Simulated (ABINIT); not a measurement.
Crystal: Te.

```xyz
3
Lattice="4.4540 0.0000 0.0000 -2.2270 3.8573 0.0000 0.0000 0.0000 5.9240" Properties=species:S:1:pos:R:3 pbc="T T T"
Te    1.6279    2.8197    0.0000
Te   -0.5991    1.0376    3.9493
Te    1.1981    0.0000    1.9747
```

* Program: ABINIT 10.8.3 (patched build)
* Task: relaxation of cell and atoms
* Functional: PBE
* Potentials or basis: JTH PAW PBE v2.0
* Cutoff: 408 eV
* k mesh: 5 × 5 × 4
* Occupations: fermi-dirac, width 0.05 eV
* Spin: spin-orbit coupling, no magnetisation

At the start: pressure 1.8 GPa; volume 33.93 Å³/atom.

Where does the relaxation end?

Over 15 steps the energy falls by 7.5 meV/atom and the volume is 35.02 Å³/atom (+3.2 %); space group P3_121 (No. 152, to 0.05 Å).

Step by step:
```csv
step,energy change (eV),largest force (eV/Å),pressure (GPa),volume (Å³)
1,0.0000,0.2371,1.81,101.78
2,-0.0075,0.1905,1.46,102.34
3,-0.0223,0.0119,0.09,104.75
4,-0.0224,0.0017,0.01,104.90
5,-0.0224,0.0007,0.00,104.91
6,-0.0224,0.0035,-0.02,104.98
7,-0.0224,0.0058,-0.03,105.02
8,-0.0224,0.0056,-0.02,105.02
9,-0.0224,0.0036,0.00,105.00
10,-0.0224,0.0026,0.01,104.99
11,-0.0224,0.0020,0.01,104.99
12,-0.0224,0.0009,0.01,104.99
13,-0.0224,0.0003,0.01,105.01
14,-0.0224,0.0009,0.01,105.04
15,-0.0224,0.0005,0.00,105.07
```

Final structure:
```cif
data_structure
_symmetry_space_group_name_H-M 'P 1'
_symmetry_Int_Tables_number 1
_cell_length_a 4.5018
_cell_length_b 4.5018
_cell_length_c 5.9863
_cell_angle_alpha 90.000
_cell_angle_beta 90.000
_cell_angle_gamma 120.000
_cell_volume 105.07
loop_
_atom_site_label
_atom_site_type_symbol
_atom_site_fract_x
_atom_site_fract_y
_atom_site_fract_z
_atom_site_occupancy
Te1 Te 0.72819 0.72819 0.00000 1
Te2 Te 0.00000 0.27181 0.66667 1
Te3 Te 0.27181 0.00000 0.33333 1
```
